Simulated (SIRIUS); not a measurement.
**Al under changes of volume**

One of the cells (16.935 Å³/atom); the others are scaled copies at fixed shape and fractional positions:

```
Al
1.0
     0.00000    2.03821    2.03821
     2.03821    0.00000    2.03821
     2.03821    2.03821    0.00000
Al
1
Direct
  0.00000 0.00000 0.00000
```

| Item | Value |
| --- | --- |
| Program | SIRIUS 7.10.0 |
| Functional | PBEsol |
| Potentials or basis | PseudoDojo 0.4.1 PBEsol standard (scalar relativistic) |
| Cutoff | 557 eV |
| Density cutoff | 2229 eV |
| k mesh | 11 × 11 × 11 |
| Occupations | fermi-dirac, width 0.05 eV |
| Spin | no spin polarisation |

```csv
volume (Å³/atom),energy over the lowest point (meV/atom),pressure (GPa)
15.607,5.47,3.3
15.939,0.80,1.3
16.271,0.00,-0.5
16.935,?,?
17.267,17.00,-4.7
17.599,28.04,-5.9
```

Q: What does the run at 16.935 Å³/atom give?

A: Energy over the lowest point 8.45 meV/atom; pressure -3.5 GPa.

Worked out: A Birch-Murnaghan fit of order 3 (a polynomial in V^(-2/3)) to the other rows has its minimum at 16.18 Å³/atom with B0 = V·E''(V) = 84 GPa and B' = 4.4. It gives 8.45 meV/atom at 16.935 Å³/atom, against the run's 8.45, and -dE/dV = -3.5 GPa, against -3.5.

Energies are extrapolated to zero smearing.
